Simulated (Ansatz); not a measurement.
**PbS: energy along a strain**

PbS, Fm-3m, a = 5.930 Å (as given, not relaxed at this level: 1.4 GPa). Ansatz: r2SCAN, PAW, 500 eV, Γ-centred 8×8×8 mesh on 2 atoms, Gaussian smearing 0.05 eV; no spin polarisation. Cell vectors (Å): 0.000 2.965 2.965; 2.965 0.000 2.965; 2.965 2.965 0.000. The cell is strained by x per cent times the pattern (0 0 0 1 0 0) in the order xx yy zz yz xz xy (engineering shears), with fractional coordinates held. y is the free energy over the start, V0 = 26.066 Å³/atom. Symmetry makes y even in x. Points with a strain past 8.5 % were computed too (4) and aren't used here.

```
x (%) y (meV/atom)
-7.50          9.62
 0.00          0.00
 1.87          0.60
 3.75          2.40
 5.62             ?
```

Fit y = c2 x² + c4 x⁴ to the other rows, get the stiffness along the pattern, and predict the missing energy.

Least squares on the rows shown. y = 0.1706 x² + 6.731×10⁻⁶ x⁴. The clamped-ion stiffness p·C·p = 2 × 1.706 eV × 160.2 / 26.066 Å³ = 21 GPa, which is C44 in these axes (second derivative at the start, which stands under stress). At x = 5.62 the fit asked for gives 5.40 meV/atom. The run gave 5.39 meV/atom, so the fit is 0.01 meV/atom too high, a small miss on the scale of the series.

Spin–orbit coupling is left out, which can shift energies with elements as heavy as these.